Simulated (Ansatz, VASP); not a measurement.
**Two plane-wave programs on BaS**

INCAR

```
PREC = Accurate
ENCUT = 520
EDIFF = 1E-7
ISMEAR = 0
SIGMA = 0.02
LREAL = False
LASPH = True
NELM = 100
ALGO = Fast
ISIF = 2
LWAVE = False
LCHARG = False
GGA = PE
NBANDS = 15
```

File KPOINTS:

```
Automatic mesh
0
Gamma
  6 6 6
```

File POSCAR:

```
BaS
1.0
    0.0000000000      3.4258277582      3.4258277582
    3.4258277582      0.0000000000      3.4258277582
    3.4258277582      3.4258277582      0.0000000000
Ba S
1 1
Direct
    0.0000000000      0.0000000000      0.0000000000
    0.7500000000      0.7500000000      0.7500000000
```

Input for Ansatz:

```yaml
crystal:
  lattice:
    - [0.0, 3.4258277582, 3.4258277582]
    - [3.4258277582, 0.0, 3.4258277582]
    - [3.4258277582, 3.4258277582, 0.0]
  atoms:
    - { symbol: Ba, position: [0.0, 0.0, 0.0] }
    - { symbol: S, position: [0.75, 0.75, 0.75] }
basis:
  ecutwfc: 420
kpoints:
  mp_grid: { grid: [6, 6, 6] }
hamiltonian:
  xc: pbe
scf:
  occupations: { method: gaussian, width: 0.02 }
output:
  forces: true
  stress: true
  eigenvalues: true
```

Alike in both runs: task single point; functional PBE; k mesh 6 × 6 × 6; occupations gaussian, width 0.02 eV; no spin polarisation.

```csv
,VASP,Ansatz
version,VASP 6.6.1,Ansatz 0.2.0
potentials or method,"VASP PAW PBE potentials, release 64 (Ba_sv, S)","scalar-relativistic, plane waves, PAW"
plane-wave cutoff (eV),520,420
valence electrons in the cell,16,16
```

|  | VASP | Ansatz | Ansatz less VASP |
| --- | --- | --- | --- |
| gap on the k mesh at the Fermi level (eV) | 2.88 | 2.86 | -0.025 |
| least direct gap on the mesh (eV) | 3.43 | 3.46 | +0.037 |
| pressure (GPa) | 3.1 | 2.6 | -0.57 |

With one functional, cell and mesh, what is left measures potentials, basis and numerics.

Caveats: spin-orbit coupling is left out, which moves the levels of the heavy elements. A k mesh can miss the band edges.
